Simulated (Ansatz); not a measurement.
Runs of Ansatz 0.2.0 on SnSe2. It takes space group P-3m1 (No. 164, trigonal). Conventional cell: a = 3.811 Å, b = 3.811 Å, c = 6.136 Å, α = 90.00°, β = 90.00°, γ = 120.00°. Around Sn (site symmetry -3m) lie 6 Se at 2.68 Å. Se (site symmetry 3m) has 3 Sn at 2.68 Å as nearest neighbours. 

```csv
task,potentials or basis,k mesh,cutoff (eV),smearing,basis error allowed,gap on the mesh (eV),pressure (GPa),largest force (eV/Å)
single point,"all-electron LAPW, scalar-relativistic",5 × 5 × 3,239,fermi-dirac 0.03 eV,0.002 eV/atom,(a),5.7,0.74
electric field gradients,all-electron PAW datasets made for the crystal,8 × 8 × 5,240,fermi-dirac 0.05 eV,-,0.81,5.5,0.79
Wannier functions,all-electron PAW datasets made for the crystal,8 × 8 × 5,270,fixed,-,0.81,5.5,0.79
dielectric tensor,all-electron PAW datasets made for the crystal,8 × 8 × 5,270,fixed,-,0.81,-,-
```

Alike in all rows: level PBE; no spin polarisation; cell as given.

Fill in the values left out.

(a) 0.80.

Caveats: spin-orbit coupling is left out, which moves the levels of the heavy elements; an odd mesh through Γ misses points on the zone boundary, where band edges often lie; this functional lacks dispersion, which binds the layers, so the pressure and a relaxed spacing across them are unreliable.

A k mesh can miss the band edges, and the runs leave out spin-orbit coupling on Se, Sn.

The runs don't all hold the same shells in valence.
